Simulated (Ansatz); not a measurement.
# MgS: equation of state

An exercise on one series of results from a longer session: the logs are not shown, and one member is left open.

Computed with Ansatz 0.2.0 (DFT PBE, scalar-relativistic, unless a step's input says otherwise).

**The structure to begin with**

Symmetry: Fm-3m, No. 225, cubic system. The conventional cell has a = 5.203 Å, b = 5.203 Å, c = 5.203 Å, α = 90.00°, β = 90.00°, γ = 90.00°. Mg (site symmetry m-3m) is surrounded by 6 S at 2.60 Å. Around S (site symmetry m-3m) lie 6 Mg at 2.60 Å.

As a file:

```
Mg S
1.0
     0.00000    2.60165    2.60165
     2.60165    0.00000    2.60165
     2.60165    2.60165    0.00000
Mg S
1 1
Cartesian
  0.0000 0.0000 0.0000
  2.6016 2.6016 2.6016
```

The cell is a deposited one (Crystallography Open Database entry 9008672); the temperature and pressure of the measurement aren't taken into account, and nothing was relaxed.

Atoms are numbered in the order of the input: Mg1, S2.

Set-up of the first run:

Contents of input.yaml:

```yaml
crystal:
  lattice:
    - [0.0, 2.557545717, 2.557545717]
    - [2.557545717, 0.0, 2.557545717]
    - [2.557545717, 2.557545717, 0.0]
  atoms:
    - { symbol: Mg, position: [0.0, 0.0, 0.0] }
    - { symbol: S, position: [0.5, 0.5, 0.5] }
kpoints:
  mp_grid: { grid: [10, 10, 10] }
scf:
  occupations: { method: fermi_dirac, width: 0.03 }
hamiltonian:
  xc: pbe
  pseudopotentials: { kind: all_electron, lapw: { basis_error: 0.00025 } }
output:
  forces: true
  stress: true
  eigenvalues: true
```

Among the steps run: Volume × 0.95, LAPW; Volume × 0.95, PAW; Volume × 0.95, crystal datasets; Volume × 0.975, LAPW; Volume × 0.975, PAW; Volume × 1.025, LAPW; Volume × 1.025, PAW; Volume × 1.05, LAPW; Volume × 1.05, PAW; Volume × 1.05, crystal datasets.

One table of the session follows, with a row left open; its other results are not shown here.

It belongs to the step «The equation of state». 

| method | volume (Å³/atom) | gap on the k mesh (eV) |
| --- | --- | --- |
| LAPW | 16.729 | 2.89 |
| LAPW | 17.169 | 2.84 |
| LAPW | 17.609 | 2.79 |
| LAPW | 18.050 | 2.73 |
| LAPW | 18.490 | 2.68 |
| PAW | 16.729 | ? |
| PAW | 17.169 | 2.84 |
| PAW | 17.609 | 2.79 |
| PAW | 18.050 | 2.74 |
| PAW | 18.490 | 2.68 |
| crystal datasets | 16.729 | 2.89 |
| crystal datasets | 17.609 | 2.79 |
| crystal datasets | 18.490 | 2.68 |

Estimate the missing values for PAW, 16.729.

**Answer.** gap on the k mesh (eV): 2.90. In the column «gap on the k mesh (eV)» it is the highest.

Caveats from the session: Warnings in the runs' records: crystal datasets made.
